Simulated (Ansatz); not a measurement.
TiNi:

```
CELL_PARAMETERS angstrom
2.73580 0.00000 0.00000
0.00000 2.73580 0.00000
0.00000 0.00000 3.58141
ATOMIC_POSITIONS crystal
Ni 0.00000 0.00000 0.00000
Ti 0.50000 0.50000 0.50000
```

The cell comes from a database or a generator and needn't be the stable form of this composition.

- Program: Ansatz 0.2.0
- Task: single point
- Functional: PBEsol
- Potentials or basis: all-electron LAPW, scalar-relativistic
- Cutoff: 269 eV (chosen from the basis error)
- Basis error allowed: 0.001 eV/atom
- k mesh: 10 × 10 × 8
- Occupations: fermi-dirac, width 0.05 eV
- Spin: collinear spin, ferromagnetic start
- Starting moments: [1.0, 1.0] μB

On this cell: pressure -6.3 GPa; largest force under 0.003 eV/Å; net moment 0.00 μB per cell; band gap on the k mesh none (metal or under the smearing width).

The same run follows on a disturbed copy (atoms moved at random, drawn with an rms of 0.05 Å):

```xyz
2
Lattice="2.7358 0.0000 0.0000 0.0000 2.7358 0.0000 0.0000 0.0000 3.5814" Properties=species:S:1:pos:R:3 pbc="T T T"
Ni    0.0148    0.0141    0.0024
Ti    1.3917    1.3371    1.7342
```

What changes?

The energy (extrapolated to zero smearing) moves by +5.3 meV/atom; pressure -6.0 GPa; largest force 0.293 eV/Å; net moment 0.00 μB per cell; band gap on the k mesh none (metal or under the smearing width).

Forces on the atoms (eV/Å):
```
Ni   0.030 -0.150 -0.250
Ti  -0.030  0.150  0.250
```

Stress tensor (GPa, compression positive):
```
-5.00  0.00 -0.03
 0.00 -5.08  0.14
-0.03  0.14 -7.79
```

Caveats: the starting moments weren't kept.
